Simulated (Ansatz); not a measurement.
## Lu (diamond): energy against volume

The calculation used Ansatz 0.2.0, DFT, RPBE, plane waves (420 eV) with PAW, scalar-relativistic. (PAW data from PBE, frozen cores regenerated.)

The cell is scaled uniformly from the relaxed one, with fractional coordinates and shape fixed. Energies are extrapolated to zero smearing, pressures are those at the given smearing. Magnetic state: spin not included.

A Birch-Murnaghan fit gives V₀ = 53.74 Å³/atom, B₀ = 12.1 GPa, B₀′ = 1.9.

Question: What are the energy above the minimum and the pressure at 52.095 Å³/atom?

Answer: 2.0 meV/atom and 0.50 GPa as computed.

Question: What are the energy above the minimum and the pressure at 56.437 Å³/atom?

Answer: 4.9 meV/atom and -0.43 GPa as computed.

Question: What are the energy above the minimum and the pressure at 58.607 Å³/atom?

Answer: 15.2 meV/atom and -0.82 GPa as computed.
